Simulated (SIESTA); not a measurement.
Cl:

```
Cl
1.0
     3.14500   -2.25000    0.00000
     3.14500    2.25000    0.00000
     0.00000    0.00000    8.21000
Cl
4
Direct
  0.37000 0.63000 0.40000
  0.13000 0.87000 0.90000
  0.63000 0.37000 0.60000
  0.87000 0.13000 0.10000
```

| Property | Result |
| --- | --- |
| Program | SIESTA 5.4.2 |
| Task | single point |
| Functional | PBEsol |
| Potentials or basis | PseudoDojo 0.4 standard (PBEsol files) |
| Basis | DZP (energy shift 0.003 Ry) |
| Grid cutoff | 800 Ry |
| Energy shift | 0.003 Ry |
| k mesh | 7 × 7 × 4 |
| Occupations | fermi-dirac, width 0.05 eV |
| Spin | no spin polarisation |

On this cell: pressure -0.8 GPa; largest force 0.518 eV/Å; band gap on the k mesh 2.40 eV, indirect (least direct gap 2.43 eV).

The same run follows on a disturbed copy (atoms moved at random, drawn with an rms of 0.05 Å):

```xyz
4
Lattice="3.1450 -2.2500 0.0000 3.1450 2.2500 0.0000 0.0000 0.0000 8.2100" Properties=species:S:1:pos:R:3 pbc="T T T"
Cl    3.1942    0.5447    3.2853
Cl    3.1545    1.7107    7.4021
Cl    3.1272   -0.5831    4.9371
Cl    3.1560   -1.6490    0.8095
```

Q: What changes?

A: The energy moves by +9.6 meV/atom; pressure 0.2 GPa; largest force 1.267 eV/Å; band gap on the k mesh 2.54 eV, indirect (least direct gap 2.57 eV).

Forces on the atoms (eV/Å):
```
Cl  -0.010  0.377 -0.691
Cl  -0.009 -0.634 -1.090
Cl   0.009 -0.388  0.690
Cl   0.010  0.646  1.090
```

Stress tensor (GPa, compression positive):
```
-0.96  0.03 -0.03
 0.03 -0.07  0.62
-0.03  0.62  1.55
```

Caveats: an odd mesh through Γ misses points on the zone boundary, where band edges often lie; the basis of atomic orbitals isn't converged, which shifts pressures, moduli and gaps.
